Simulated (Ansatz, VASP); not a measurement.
**One calculation of MgS, two programs**

```
S Mg
1.0
     0.00000    2.83312    2.83312
     2.83312    0.00000    2.83312
     2.83312    2.83312    0.00000
S Mg
1 1
Direct
  0.25000 0.25000 0.25000
  0.00000 0.00000 0.00000
```

Alike in both runs: task single point; functional PBE; k mesh 6 × 6 × 6; occupations fermi-dirac, width 0.05 eV; no spin polarisation.

```csv
,VASP,Ansatz
version,VASP 6.6.1,Ansatz 0.2.0
potentials or method,"VASP PAW PBE potentials, release 64 (S, Mg), cutoff 520 eV",all-electron PAW datasets made for the crystal
```

Ansatz gave:

```
gap on the k mesh at the Fermi level (eV) : 3.45
least direct gap on the mesh (eV)         : 3.45
pressure (GPa)                            : 0.9
```

Task: Which values does VASP return?

Result: gap on the k mesh at the Fermi level (eV): 3.45; least direct gap on the mesh (eV): 3.45; pressure (GPa): 0.8.

Ansatz ran all-electron here, so the differences hold the error of VASP's frozen core and of both bases.

A k mesh can miss the band edges. As with any semilocal functional, this PBE gap is likely too small.
